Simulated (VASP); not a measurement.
# BaZrO3 (Pm-3m) in VASP: Born charges and dielectric tensor with LDA

Aim: the Born charges and dielectric tensor of BaZrO3 with LDA.

Everything below comes from runs of VASP 6.6.1. Logs are shortened: lines on timing, memory, paths and dates and some standing lists are left out, and cuts for length are marked.

**1. Starting point**

The structure is cubic, space group Pm-3m (No. 221). Conventional cell: a = 4.158 Å, b = 4.158 Å, c = 4.158 Å, α = 90.00°, β = 90.00°, γ = 90.00°. Around Ba (site symmetry m-3m) lie 12 O at 2.94 Å. Zr (site symmetry m-3m) has 6 O at 2.08 Å as nearest neighbours. O (site symmetry 4/mmm) has 2 Zr at 2.08 Å as nearest neighbours.

The cell is a database's computed one.

**2. Born charges and dielectric tensor, LDA**

INCAR reads:

```
PREC     = Accurate       # precision mode
ENCUT    = 600            # plane-wave cutoff, eV
EDIFF    = 1E-8           # SCF threshold, eV
ISMEAR   = 0              # smearing method
SIGMA    = 0.02           # smearing width, eV
LREAL    = F              # projectors in reciprocal space
LASPH    = T              # aspherical terms in the spheres
NELM     = 80             # most SCF steps
ALGO     = Normal         # electronic algorithm
ISIF     = 2              # what is computed and relaxed
LWAVE    = F              # write WAVECAR
LCHARG   = F              # write CHGCAR
GGA      = CA             # functional
LEPSILON = T              # dielectric tensor by DFPT
IBRION   = 8              # ionic algorithm
NSW      = 1              # ionic steps
```

KPOINTS reads:

```
regular mesh
0
Gamma
  2 2 2
```

POSCAR reads:

```
BaZrO3
1.0
    4.1576600000      0.0000000000      0.0000000000
    0.0000000000      4.1576600000      0.0000000000
    0.0000000000      0.0000000000      4.1576600000
Ba Zr O
1 1 3
Direct
    0.0000000000      0.0000000000      1.0000000000
    0.5000000000      0.5000000000      0.5000000000
    0.5000000000      0.0000000000      0.5000000000
    0.5000000000      0.5000000000      1.0000000000
    0.0000000000      0.5000000000      0.5000000000
```

Potentials or basis: VASP PAW LDA potentials, release 64 (Ba_sv, Zr_sv, O).

Launch:

```console
> cat potpaw_LDA.64/Ba_sv/POTCAR potpaw_LDA.64/Zr_sv/POTCAR potpaw_LDA.64/O/POTCAR > POTCAR
> mpirun -np 1 vasp_std > vasp.out
```

OUTCAR:

```text
PREC = Accurate
   ENCUT = 600
   EDIFF = 1E-8
   ISMEAR = 0
   LREAL = F
   LASPH = T
   NELM = 80
   ISIF = 2
   GGA = CA
   LEPSILON = T
   IBRION = 8
   NSW = 1

 ion  position               nearest neighbor table
   1  0.000  0.000  0.000-   3 2.94   4 2.94   5 2.94   3 2.94   5 2.94   4 2.94   5 2.94   5 2.94
                             3 2.94   4 2.94   3 2.94   4 2.94   2 3.60   2 3.60   2 3.60   2 3.60
   2  0.500  0.500  0.500-   3 2.08   4 2.08   5 2.08   4 2.08   3 2.08   5 2.08   1 3.60   1 3.60
                             1 3.60   1 3.60   1 3.60   1 3.60   1 3.60   1 3.60
   3  0.500  0.000  0.500-   2 2.08   2 2.08   1 2.94   1 2.94   1 2.94   1 2.94
   4  0.500  0.500  0.000-   2 2.08   2 2.08   1 2.94   1 2.94   1 2.94   1 2.94
   5  0.000  0.500  0.500-   2 2.08   2 2.08   1 2.94   1 2.94   1 2.94   1 2.94

  LATTYP: Found a simple cubic cell.
 ALAT       =     4.1576600000

  Lattice vectors:

 A1 = (   4.1576600000,   0.0000000000,   0.0000000000)
 A2 = (   0.0000000000,   4.1576600000,   0.0000000000)
 A3 = (   0.0000000000,   0.0000000000,   4.1576600000)

Analysis of symmetry for initial positions (statically):
=====================================================================
 Subroutine PRICEL returns:
 Original cell was already a primitive cell.

 Routine SETGRP: Setting up the symmetry group for a
 simple cubic supercell.

 Subroutine GETGRP returns: Found 48 space group operations
 (whereof 48 operations were pure point group operations)
 out of a pool of 48 trial point group operations.

The static configuration has the point symmetry O_h .

Analysis of symmetry for dynamics (positions and initial velocities):
=====================================================================
 Subroutine PRICEL returns:
 Original cell was already a primitive cell.

 Routine SETGRP: Setting up the symmetry group for a
 simple cubic supercell.

 Subroutine GETGRP returns: Found 48 space group operations
 (whereof 48 operations were pure point group operations)
 out of a pool of 48 trial point group operations.

The dynamic configuration has the point symmetry O_h .

 Subroutine INISYM returns: Found 48 space group operations
 (whereof 48 operations are pure point group operations),
 and found     1 'primitive' translations

----------------------------------------------------------------------------------------

                                     Primitive cell

  volume of cell :      71.8699

  direct lattice vectors                    reciprocal lattice vectors
     4.157660000  0.000000000  0.000000000     0.240519908  0.000000000  0.000000000
     0.000000000  4.157660000  0.000000000     0.000000000  0.240519908  0.000000000
     0.000000000  0.000000000  4.157660000     0.000000000  0.000000000  0.240519908

  length of vectors
     4.157660000  4.157660000  4.157660000     0.240519908  0.240519908  0.240519908

  position of ions in fractional coordinates (direct lattice)
     0.000000000  0.000000000  0.000000000
     0.500000000  0.500000000  0.500000000
     0.500000000  0.000000000  0.500000000
     0.500000000  0.500000000  0.000000000
     0.000000000  0.500000000  0.500000000

  ion indices of the primitive-cell ions
   primitive index   ion index
                 1           1
                 2           2
                 3           3
                 4           4
                 5           5

----------------------------------------------------------------------------------------

 KPOINTS: regular mesh
[... 271 lines left out ...]
     0.00000  0.00000 -0.00000
     0.00000  0.00000  0.00000
    -0.00000  0.00000  0.00000

[... ionic steps 4 to 9 ...]

--------------------------------------- Ionic step       10  -------------------------------------------

------------------------ aborting loop because EDIFF is reached ----------------------------------------

--------------------------------------- Ionic step       11  -------------------------------------------

 Free energy of the ion-electron system (eV)
  ---------------------------------------------------
  ---------------------------------------------------
  free energy    TOTEN  =        -0.37469591 eV

  energy without entropy =       -0.37469591

------------------------ aborting loop because EDIFF is reached ----------------------------------------

 INTERNAL STRAIN TENSOR  FOR ION    3  DIRECTION 2   (eV/Angst):
 -----------------------------------------------------------------------------
    -0.00000 -0.00000 -0.00000
    -0.00000  0.00002  0.00000
    -0.00000  0.00000 -0.00000

 MACROSCOPIC STATIC DIELECTRIC TENSOR (including local field effects in DFT)
 ------------------------------------------------------
           7.070498     0.000000     0.000000
          -0.000000     7.070498    -0.000000
           0.000000     0.000000     7.070498
 ------------------------------------------------------

 PIEZOELECTRIC TENSOR (including local field effects)  for field in x, y, z        (e  Angst)
          XX          YY          ZZ          XY          YZ          ZX
  --------------------------------------------------------------------------------
  x     0.00000     0.00000     0.00000     0.00000     0.00000     0.00000
  y     0.00000     0.00000     0.00000     0.00000     0.00000     0.00000
  z     0.00000     0.00000     0.00000     0.00000     0.00000     0.00000

 PIEZOELECTRIC TENSOR (including local field effects)  for field in x, y, z        (C/m^2)
          XX          YY          ZZ          XY          YZ          ZX
  --------------------------------------------------------------------------------
  x     0.00000     0.00000     0.00000     0.00000     0.00000     0.00000
  y     0.00000     0.00000     0.00000     0.00000     0.00000     0.00000
  z     0.00000     0.00000     0.00000     0.00000     0.00000     0.00000

 BORN EFFECTIVE CHARGES (including local field effects) (in |e|, cummulative output)
 ---------------------------------------------------------------------------------
 ion    1
    1     3.28141    -0.00000    -0.00000
    2     0.00000     3.28141     0.00000
    3     0.00000     0.00000     3.28141
 ion    2
    1     8.41844     0.00000     0.00000
    2     0.00000     8.41844     0.00000
    3    -0.00000     0.00000     8.41844
 ion    3
    1    -2.21350     0.00000    -0.00000
    2    -0.00000    -7.27285    -0.00000
    3    -0.00000     0.00000    -2.21350
 ion    4
    1    -2.21350    -0.00000     0.00000
    2    -0.00000    -2.21350     0.00000
    3     0.00000     0.00000    -7.27285
 ion    5
    1    -7.27285    -0.00000    -0.00000
    2     0.00000    -2.21350     0.00000
    3     0.00000    -0.00000    -2.21350

 INTERNAL STRAIN TENSOR FOR ION    5 for displacements in x,y,z  (eV/Angst):
          X           Y           Z          XY          YZ          ZX
  --------------------------------------------------------------------------------
  x     0.00000     0.00000     0.00000     0.00000     0.00000     0.00000
  y     0.00000     0.00000     0.00000     0.00000     0.00000     0.00000
  z     0.00000     0.00000     0.00000     0.00000     0.00000     0.00000

 SECOND DERIVATIVES (NOT SYMMETRIZED)
 ------------------------------------
               1X          1Y          1Z          2X          2Y          2Z          3X          3Y          3Z          4X          4Y          4Z          5X          5Y          5Z
  1X    -3.401130   -0.000000    0.000000    4.149036    0.000000    0.000000   -0.819584    0.000000   -0.000000   -0.819584   -0.000000   -0.000000    0.891263    0.000000   -0.000000
  1Y    -0.000000   -3.401130   -0.000000    0.000000    4.149036    0.000000    0.000000    0.891263    0.000000   -0.000000   -0.819584    0.000000    0.000000   -0.819584   -0.000000
  1Z     0.000000    0.000000   -3.401130    0.000000    0.000000    4.149036   -0.000000    0.000000   -0.819584   -0.000000   -0.000000    0.891263    0.000000   -0.000000   -0.819584
  2X     4.140127   -0.000000    0.000000    4.557245    0.000000   -0.000000   -4.983228    0.000000   -0.000000   -4.983228    0.000000   -0.000000    1.269084    0.000000    0.000000
  2Y     0.000000    4.140127    0.000000    0.000000    4.557245   -0.000000   -0.000000    1.269084    0.000000    0.000000   -4.983228   -0.000000    0.000000   -4.983228    0.000000
  2Z    -0.000000   -0.000000    4.140127    0.000000    0.000000    4.557245    0.000000    0.000000   -4.983228    0.000000    0.000000    1.269084    0.000000    0.000000   -4.983228
  3X    -0.827753    0.000000    0.000000   -5.059374    0.000000    0.000000    2.579897    0.000000    0.000000   -1.029940    0.000000    0.000000    4.337171    0.000000    0.000000
  3Y     0.000000    0.852373   -0.000000    0.000000    1.272044    0.000000   -0.000000  -10.789723    0.000000    0.000000    4.332653    0.000000    0.000000    4.332653    0.000000
  3Z     0.000000    0.000000   -0.827753    0.000000    0.000000   -5.059374    0.000000    0.000000    2.579897    0.000000    0.000000    4.337171    0.000000    0.000000   -1.029940
  4X    -0.827753    0.000000    0.000000   -5.059374    0.000000    0.000000   -1.029940    0.000000    0.000000    2.579897    0.000000    0.000000    4.337171    0.000000    0.000000
  4Y     0.000000   -0.827753    0.000000    0.000000   -5.059374    0.000000    0.000000    4.337171    0.000000    0.000000    2.579897    0.000000    0.000000   -1.029940    0.000000
  4Z     0.000000    0.000000    0.852373    0.000000    0.000000    1.272044   -0.000000   -0.000000    4.332653   -0.000000   -0.000000  -10.789723   -0.000000   -0.000000    4.332653
  5X     0.852373   -0.000000   -0.000000    1.272044    0.000000    0.000000    4.332653   -0.000000    0.000000    4.332653    0.000000    0.000000  -10.789723    0.000000    0.000000
  5Y     0.000000   -0.827753    0.000000    0.000000   -5.059374    0.000000    0.000000    4.337171    0.000000    0.000000   -1.029940    0.000000    0.000000    2.579897    0.000000
  5Z     0.000000    0.000000   -0.827753    0.000000    0.000000   -5.059374    0.000000    0.000000   -1.029940    0.000000    0.000000    4.337171    0.000000    0.000000    2.579897

 Eigenvectors and eigenvalues of the dynamical matrix
 ----------------------------------------------------

   1 f  =   14.369168 THz    90.284146 2PiTHz  479.303855 cm-1    59.426077 meV
             X         Y         Z           dx          dy          dz
      0.000000  0.000000  0.000000     0.011468    0.024930   -0.000000
      2.078830  2.078830  2.078830     0.047904    0.104139   -0.000000
      2.078830  0.000000  2.078830     0.116487   -0.828031   -0.000000
      2.078830  2.078830  0.000000     0.116487    0.253232    0.000000
      0.000000  2.078830  2.078830    -0.380895    0.253232   -0.000000
[... 105 lines left out ...]
  15 f/i=    9.205050 THz    57.837037 2PiTHz  307.047431 cm-1    38.069012 meV
             X         Y         Z           dx          dy          dz
      0.000000  0.000000  0.000000    -0.045422    0.076655    0.000176
      2.078830  2.078830  2.078830    -0.250098    0.422068    0.000969
      2.078830  0.000000  2.078830     0.294574   -0.248676   -0.001141
      2.078830  2.078830  0.000000     0.294574   -0.497125   -0.000571
      0.000000  2.078830  2.078830     0.147354   -0.497125   -0.001141

--------------------------------------------------------------------------------------------------------

 MACROSCOPIC STATIC DIELECTRIC TENSOR IONIC CONTRIBUTION
 ------------------------------------------------------
           8.685263    -0.000000    -0.000000
          -0.000000     8.685263    -0.000000
          -0.000000    -0.000000     8.685263
 ------------------------------------------------------

 ELASTIC MODULI CONTR FROM IONIC RELAXATION (kBar)
 Direction    XX          YY          ZZ          XY          YZ          ZX
 --------------------------------------------------------------------------------
 XX           0.0000      0.0000      0.0000      0.0000      0.0000      0.0000
 YY           0.0000      0.0000      0.0000      0.0000      0.0000      0.0000
 ZZ           0.0000      0.0000      0.0000      0.0000      0.0000      0.0000
 XY           0.0000      0.0000      0.0000      0.0000      0.0000      0.0000
 YZ           0.0000      0.0000      0.0000      0.0000      0.0000      0.0000
 ZX           0.0000      0.0000      0.0000      0.0000      0.0000      0.0000
 --------------------------------------------------------------------------------

 PIEZOELECTRIC TENSOR IONIC CONTR  for field in x, y, z        (C/m^2)
          XX          YY          ZZ          XY          YZ          ZX
  --------------------------------------------------------------------------------
  x     0.00000     0.00000     0.00000     0.00000     0.00000     0.00000
  y     0.00000     0.00000     0.00000     0.00000     0.00000     0.00000
  z     0.00000     0.00000     0.00000     0.00000     0.00000     0.00000
```

It took 4.9 min on 1 thread of Intel Xeon Platinum 8488C (Sapphire Rapids), shared host; peak memory 0.26 GiB.

What came out:

| Quantity | Value |
| --- | --- |
| Band gap on the k mesh | 2.91 eV, indirect (least direct gap 3.11 eV) |
| Electronic dielectric tensor (diagonal) | 7.07 |
| Born charges (mean of the diagonal) | Ba +3.28; Zr +8.42; O -3.90 e |
| Highest phonon frequency at Γ, LO-TO splitting left out | 479 cm⁻¹ |
| Most unstable mode | 307i cm⁻¹ |

Phonon frequencies in cm⁻¹ (negative: imaginary):
```
              q point                                                  frequencies
(0.000, 0.000, 0.000)  -307 -307 -307 -248 -248 -248 1 1 1 121 121 121 479 479 479
```

Electronic dielectric tensor:
```
7.07 0.00 0.00
0.00 7.07 0.00
0.00 0.00 7.07
```

Born effective charge tensors (e):
atom 1, Ba
```
3.28 0.00 0.00
0.00 3.28 0.00
0.00 0.00 3.28
```
atom 2, Zr
```
8.42 0.00 0.00
0.00 8.42 0.00
0.00 0.00 8.42
```
atom 3, O
```
-2.21  0.00  0.00
 0.00 -7.27  0.00
 0.00  0.00 -2.21
```
atom 4, O
```
-2.21  0.00  0.00
 0.00 -2.21  0.00
 0.00  0.00 -7.27
```
atom 5, O
```
-7.27  0.00  0.00
 0.00 -2.21  0.00
 0.00  0.00 -2.21
```

Caveat: the k mesh is coarse (spacing up to 0.76 Å⁻¹), so the values aren't converged; some modes are imaginary; spin-orbit coupling is left out, which moves the levels of the heavy elements.
